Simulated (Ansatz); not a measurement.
HfO2: zone-centre modes

Computed with DFT PBE, scalar-relativistic, plane waves, PAW (Ansatz). Settings: plane waves to 420 eV, k-mesh 8×8×8 (Γ-centred), Gaussian smearing 0.05 eV. Spin–orbit coupling is left out, which can shift energies with elements as heavy as these. No spin polarisation.

The undisturbed cell (relaxed at this level; this fluorite-type form isn't the usual structure):

```yaml
crystal:
  lattice:
    - [0.00000, 2.54881, 2.54881]
    - [2.54881, 0.00000, 2.54881]
    - [2.54881, 2.54881, 0.00000]
  atoms:
    - { symbol: Hf, position: [0.00000, 0.00000, 0.00000] }
    - { symbol: O, position: [0.25000, 0.25000, 0.25000] }
    - { symbol: O, position: [0.75000, 0.75000, 0.75000] }
```

Harmonic modes by finite displacements of 0.02 Å, without the LO–TO term.

(1) At this geometry, is the structure stable against these modes?

(2) List the wavenumbers in cm⁻¹.

## Answers

(1) Yes: no mode is imaginary beyond 10 cm⁻¹, and only the three translations lie near zero.

(2) 0, 0, 0, 216, 216, 216, 563, 563, 563.

Cost: 1 run of about 0.17 core-minutes, on Intel Xeon Platinum 8488C (Sapphire Rapids) (shared hosts).